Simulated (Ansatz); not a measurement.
Relaxed sheet of Bi2Te3, cell area A = 16.385 Å²:

```
CELL_PARAMETERS angstrom
4.34974 0.00000 0.00000
-2.17487 3.76698 0.00000
0.00000 0.00000 41.03016
ATOMIC_POSITIONS crystal
Te 0.00000 0.00000 0.40770
Bi 0.33333 0.66667 0.45019
Te 0.66667 0.33333 0.50000
Bi 0.00000 0.00000 0.54981
Te 0.33333 0.66667 0.59230
```

The calculation used DFT PBE+D3(BJ), scalar-relativistic, plane waves, PAW in Ansatz. Cutoff 420 eV; k points 6×6×1 on the computed 5-atom cell (Γ-centred); Gaussian smearing, width 0.02 eV; no spin polarisation. No periodic images along c.

Under biaxial strain, atoms relaxed, stress positive in compression; ΔE is the free energy at this smearing, of which the stress is the derivative:

| strain (%) | σxx (N/m) | σyy (N/m) | ΔE (meV/cell) | thickness (Å) |
| --- | --- | --- | --- | --- |
| -2 | 1.542 | 1.542 | 30.41 | 7.732 |
| +2 | -1.325 | -1.325 | 28.09 | 7.418 |

Task: Which in-plane elastic constants follow from the stresses?

Result: With εxx = εyy = ε the tension along x is (C11 + C12)ε. The central difference gives C11 + C12 = (1.542 − (-1.325))/0.04 = 71.7 N/m and C22 + C12 = 71.7 N/m. The layer modulus for a change of area, (C11 + C22 + 2C12)/4, is 35.8 N/m.

Task: Do the energies agree?

Result: The second difference [ΔE(−ε) + ΔE(+ε)]/(A·ε²) = (30.41 + 28.09) meV/(16.385 Å² × 0.0004) × 16.02 N/m per eV/Å² = 143.0 N/m should equal C11 + C22 + 2C12 = 143.3 N/m; they differ by 0.2 %, so the two routes agree. The stress in compression and in tension differ in size because of the third-order constants.

Task: The unstrained thickness between the outer atoms is 7.574 Å. How does it respond?

Result: d ln t/dε = (7.418 − 7.732)/(7.574 × 0.04) = -1.04: the sheet thins as it is stretched, as its bonds turn towards the plane.

The layer modulus of 35.8 N/m describes a soft sheet, far more compliant in-plane than graphene. Bi–Te bonding rests mainly on p orbitals of large, heavy atoms, giving long, fairly weak polar-covalent bonds. The puckered stacking adds compliance, because part of an area change can be taken up by changing bond angles instead of bond lengths. The thickness response of -1.04 reflects this, but it is smaller in magnitude than the cell geometry would give for bonds of fixed length. Stretching therefore lengthens the bonds as well as tilting them, and the modulus contains both contributions. The larger stress in compression is the usual anharmonic signature: short-range repulsion rises steeply as atoms approach, while bonding weakens as they separate.

The equality of σxx and σyy follows from the threefold symmetry of the sheet and is no independent test of the elastic constants. Equal biaxial strain fixes only the sum C11 + C12, so Young's modulus, the in-plane Poisson ratio and the shear stiffness remain undetermined.
